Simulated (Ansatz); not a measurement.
## Zone-centre modes in SiNi

The calculation used DFT PBEsol, scalar-relativistic, plane waves, PAW (Ansatz). The runs took a 420 eV cutoff, a Γ-centred 10×10×10 mesh and Gaussian smearing (0.15 eV). No spin polarisation. A magnetic state may lie lower.

The starting cell (relaxed at this level; this form isn't the usual structure):

```yaml
crystal:
  lattice:
    - [4.46798, 0.00000, 0.00000]
    - [0.00000, 4.46798, 0.00000]
    - [0.00000, 0.00000, 4.46798]
  atoms:
    - { symbol: Si, position: [0.84646, 0.84646, 0.84646] }
    - { symbol: Si, position: [0.65354, 0.15354, 0.34646] }
    - { symbol: Si, position: [0.34646, 0.65354, 0.15354] }
    - { symbol: Si, position: [0.15354, 0.34646, 0.65354] }
    - { symbol: Ni, position: [0.14899, 0.14899, 0.14899] }
    - { symbol: Ni, position: [0.35101, 0.85101, 0.64899] }
    - { symbol: Ni, position: [0.64899, 0.35101, 0.85101] }
    - { symbol: Ni, position: [0.85101, 0.64899, 0.35101] }
```

Harmonic modes by finite displacements of 0.02 Å, without the LO–TO term.

Task: At this geometry, is the structure stable against these modes?

Result: Yes: no mode is imaginary beyond 10 cm⁻¹, and only the three translations lie near zero.

Task: List the wavenumbers in cm⁻¹.

Result: 0, 0, 0, 116, 116, 151, 151, 151, 158, 180, 180, 180, 278, 278, 278, 282, 282, 320, 320, 320, 324, 384, 384, 384.

Cost: 1 run of about 11 core-minutes, on Oxide Virtual Turin-like Processor (Zen 5) (shared hosts).